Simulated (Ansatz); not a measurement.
Crystal: BaTiO3.

```xyz
10
Lattice="-3.8027 -0.0566 -0.0218 -0.0219 -0.0317 -4.1303 -0.1132 -7.9735 -0.0631" Properties=species:S:1:pos:R:3 pbc="T T T"
Ba   -0.2466   -3.9791   -3.7874
Ba   -0.0540   -0.2243   -3.8091
Ti   -1.7732   -1.6800   -2.1731
Ti   -2.0067   -6.1212   -2.0029
O    -1.8588   -1.9453   -0.1906
O    -1.8152   -5.5583   -0.3551
O    -2.1087   -3.6341   -2.2729
O    -2.0275   -0.2908   -2.3182
O    -3.7738   -2.1462   -1.9271
O    -0.1085   -6.6995   -2.1549
```

Program: Ansatz 0.2.0. Alike in all runs: potentials or basis Ansatz PAW; cell as given; smearing fermi-dirac 0.05 eV. Hardware: 4 threads of Arm Neoverse V2 (shared host).

Problem. Order these runs on this cell by their wall time, lowest first.
A. task single point; level PBE; spin off; k mesh 10 × 9 × 5; cutoff (eV) 420
B. task band structure; level PBEsol; spin SOC, no magnetisation; k mesh 7 × 7 × 4; cutoff (eV) 420; points for each segment of the path 10
C. task band structure; level r2SCAN; spin off; k mesh 7 × 7 × 4; cutoff (eV) 500; points for each segment of the path 10

Solution. A (43 s), C (98 s), B (340 s).
